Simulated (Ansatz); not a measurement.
# Cr: single point with PBE

Crystal: Cr.

```xyz
1
Lattice="-1.4844 1.4844 1.4844 1.4844 -1.4844 1.4844 1.4844 1.4844 -1.4844" Properties=species:S:1:pos:R:3 pbc="T T T"
Cr    0.0000    0.0000    0.0000
```

```yaml
Program: Ansatz 0.2.0
Task: single point
Functional: PBE
Potentials_or_basis: all-electron LAPW, scalar-relativistic
Cutoff: 281 eV (chosen from the basis error)
Basis_error_allowed: 0.001 eV/atom
k_mesh: 12 × 12 × 12
Occupations: gaussian, width 0.017 eV
Spin: collinear spin, ferromagnetic start
Starting_moments: "[3.0] μB"
```

```
Pressure               : -25.0 GPa
Band gap on the k mesh : none (metal or under the smearing width)
Net moment             : 0.00 μB per cell
Absolute moment        : 0.00 μB per cell
```

Levels at points of the mesh, in eV from the Fermi level:
Spin up:
```
              k point  band 4  band 5  band 6  band 7  band 8  band 9  band 10  band 11
   (0.00, 0.00, 0.00)  -42.76   -7.40   -0.71   -0.71   -0.71    1.06     1.06    21.32
  (0.00, 0.00, -0.50)  -42.76   -3.82   -2.01    0.86    1.03    1.33     2.46     8.56
(-0.50, -0.50, -0.50)  -43.19   -3.57   -3.57    2.13    2.13    2.13     9.54     9.54
```
Spin down:
```
              k point  band 4  band 5  band 6  band 7  band 8  band 9  band 10  band 11
   (0.00, 0.00, 0.00)  -42.76   -7.40   -0.71   -0.71   -0.71    1.06     1.06    21.32
  (0.00, 0.00, -0.50)  -42.76   -3.82   -2.01    0.86    1.03    1.33     2.46     8.56
(-0.50, -0.50, -0.50)  -43.19   -3.57   -3.57    2.13    2.13    2.13     9.54     9.54
```

Run time: 5 s on 2 threads of Intel(R) Xeon(R) 6975P-C (Granite Rapids) (shared host), peak memory 0.37 GiB.

Caveat: the starting moments collapsed, and a magnetic state may lie lower; so large a pressure means that the cell lies far from this level's equilibrium, or that cutoff or potentials fall short; the starting moments weren't kept.
